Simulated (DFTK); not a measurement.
Crystal: Co.

```
Co
1.0
     2.47200    0.00000    0.00000
    -1.23600    2.14081    0.00000
     0.00000    0.00000    4.02114
Co
2
Direct
  0.66667 0.33333 0.75000
  0.33333 0.66667 0.25000
```

Base run:

* Program: DFTK 0.8.2
* Functional: LDA
* Potentials or basis: SG15 1.2 (PBE)
* Cutoff: 1225 eV
* k mesh: 9 × 9 × 5
* Occupations: fermi-dirac, width 0.05 eV
* Spin: collinear spin, ferromagnetic start
* Starting moments: [2.0, 2.0] μB

Its results: band gap on the k mesh none (metal or under the smearing width); pressure -19.0 GPa; net moment 3.05 μB per cell; site moments Co +1.52 μB.

Problem. After a change of settings the same cell gave: band gap on the k mesh none (metal or under the smearing width); pressure 0.9 GPa; net moment 3.58 μB per cell; site moments Co +1.79 μB. Which change was it?
A. potentials or basis from SG15 1.2 (PBE) to cp2k.nc.sr.lda.v0_1.largecore.gth (LDA, GTH, large core); cutoff from 1225 eV to 2667 eV; k mesh from 9 × 9 × 5 to 7 × 7 × 4; valence electrons from 34 to 18
B. functional from LDA to PBEsol
C. functional from LDA to r2SCAN

Solution. C.

Caveats: the potentials were made for another functional, which shifts forces and pressure.
